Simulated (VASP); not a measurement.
Here is a VASP 6.6.1 calculation.

Contents of INCAR:

```
ALGO     = Fast           # electronic algorithm
EDIFF    = 1E-6           # SCF threshold, eV
ENCUT    = 500            # plane-wave cutoff, eV
GGA      = PE             # functional
ISIF     = 2              # what is computed and relaxed
ISMEAR   = 0              # smearing method
LASPH    = T              # aspherical terms in the spheres
LCHARG   = T              # write CHGCAR
LELF     = T              # ELF
LREAL    = F              # projectors in reciprocal space
LVHAR    = T            
LWAVE    = F              # write WAVECAR
NBANDS   = 19             # bands
NELM     = 80             # most SCF steps
PREC     = Accurate       # precision mode
SIGMA    = 0.02           # smearing width, eV
```

KPOINTS

```
k-points
0
Gamma
  4 4 4
```

File POSCAR:

```
Na2S
1.0
    0.0000000000      3.2735000000      3.2735000000
    3.2735000000      0.0000000000      3.2735000000
    3.2735000000      3.2735000000      0.0000000000
S Na
1 2
Direct
    0.0000000000      0.0000000000      0.0000000000
    0.7500000000      0.7500000000      0.7500000000
    0.2500000000      0.2500000000      0.2500000000
```

Potentials or basis: VASP PAW PBE potentials, release 64 (S_GW, Na_sv_GW).

Launch:

```sh
$ cat potpaw_PBE.64/S_GW/POTCAR potpaw_PBE.64/Na_sv_GW/POTCAR > POTCAR
$ mpirun -np 1 vasp_std > vasp.out
```

(1) Estimate the pressure.

(2) Estimate the band gap on the k mesh.

## Answers

(1) 0.0 GPa.

(2) 2.48 eV, direct.
